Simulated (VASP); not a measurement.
# CdTe: single point with PBE

**What was measured.**

From a printed reference work, data compilation, for a bulk crystal of CdTe at 0 K: band gap 1.607 eV.

The system is CdTe.

```
Cd Te
1.0
    -6.61737    6.61737   -6.61737
     6.61737   -6.61737   -6.61737
    -6.61737   -6.61737    6.61737
Cd Te
16 16
Cartesian
  3.3087 -3.3087 -6.6174
  3.3087 -6.6174 -3.3087
  -3.3087 -3.3087 -6.6174
  0.0000 0.0000 -6.6174
  -3.3087 -6.6174 -3.3087
  0.0000 -3.3087 -3.3087
  0.0000 -6.6174 0.0000
  -3.3087 3.3087 -6.6174
  -6.6174 -3.3087 -3.3087
  -3.3087 0.0000 -3.3087
  -3.3087 -3.3087 0.0000
  0.0000 0.0000 0.0000
  -3.3087 -6.6174 3.3087
  -6.6174 3.3087 -3.3087
  -6.6174 0.0000 0.0000
  -6.6174 -3.3087 3.3087
  -1.6543 -8.2717 1.6543
  -1.6543 1.6543 -8.2717
  -1.6543 -1.6543 -4.9630
  -4.9630 -4.9630 1.6543
  -1.6543 -4.9630 -1.6543
  1.6543 -1.6543 -1.6543
  -4.9630 1.6543 -4.9630
  -8.2717 -1.6543 1.6543
  -4.9630 -1.6543 -1.6543
  -1.6543 1.6543 -1.6543
  -1.6543 -1.6543 1.6543
  -4.9630 -4.9630 -4.9630
  -8.2717 1.6543 -1.6543
  1.6543 -1.6543 -8.2717
  1.6543 -4.9630 -4.9630
  1.6543 -8.2717 -1.6543
```

| Item | Value |
| --- | --- |
| Program | VASP 6.6.1 |
| Task | single point |
| Functional | PBE |
| Potentials or basis | VASP PAW PBE potentials, release 64 (Cd, Te) |
| Cutoff | 500 eV |
| k mesh | 2 × 2 × 2, shifted |
| Occupations | gaussian, width 0.01 eV |
| Spin | no spin polarisation |
| Dipole correction | no |
| Further INCAR settings | LREAL = Auto; ALGO = Normal; EDIFF = 1e-06; NBANDS = 166 |

```json
{"Pressure": "0.2 GPa", "Band gap on the k mesh": "2.18 eV"}
```

Levels at points of the mesh, in eV from the valence-band top:
| k point | band 142 | band 143 | band 144 | band 145 | band 146 | band 147 |
| --- | --- | --- | --- | --- | --- | --- |
| (0.25, 0.25, 0.25) | -0.05 | -0.05 | -0.05 | 2.21 | 2.21 | 2.21 |

Run time: 27 min on 1 thread of Oxide Virtual Turin-like Processor, on a shared host, peak memory 1.1 GiB.

A measured gap of CdTe is 1.607 eV (0 K; a printed reference work, data compilation); the calculated 2.18 eV misses it by +0.57 eV. Spin-orbit coupling on Cd, Te is left out. The value is that of PBE on a finite k mesh, which can miss the band edges, without temperature or zero-point motion.

Caveat: spin-orbit coupling is left out, which moves the levels of the heavy elements; a shifted mesh leaves out Γ, where band edges can lie.
